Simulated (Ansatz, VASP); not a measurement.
# Pd in VASP and in Ansatz

```
Pd
1.0
     2.80210    0.00000    0.00000
    -1.40105    2.42669    0.00000
     0.00000    0.00000    4.65955
Pd
2
Direct
  0.33333 0.66667 0.25000
  0.66667 0.33333 0.75000
```

Change from the starting cell: volume scaled by 1.02.

Alike in both runs: task single point; functional PBEsol; k mesh 11 × 11 × 6; occupations fermi-dirac, width 0.05 eV; no spin polarisation.

```csv
,VASP,Ansatz
version,VASP 6.6.1,Ansatz 0.2.0
potentials or method,"VASP PAW PBE potentials, release 64 (Pd)",Ansatz PAW
plane-wave cutoff (eV),520,420
valence electrons in the cell,20,36
```

Ansatz gave:

```
gap on the k mesh at the Fermi level (eV)       : none
pressure (GPa)                                  : -13.0
largest component of the traceless stress (GPa) : 0.35
```

Question: Estimate VASP's values.

Answer: gap on the k mesh at the Fermi level (eV): none; pressure (GPa): -13.2; largest component of the traceless stress (GPa): 0.29.

A gap of «none» marks a metal or a gap that the smearing closes. The two sets of potentials don't hold the same shells in valence.

Caveats: the PAW data sets were made with another functional, which shifts forces and pressure a little (VASP); the PAW data sets come from PBE, with cores solved anew for the run's functional, which leaves a small shift of forces and pressure (Ansatz).
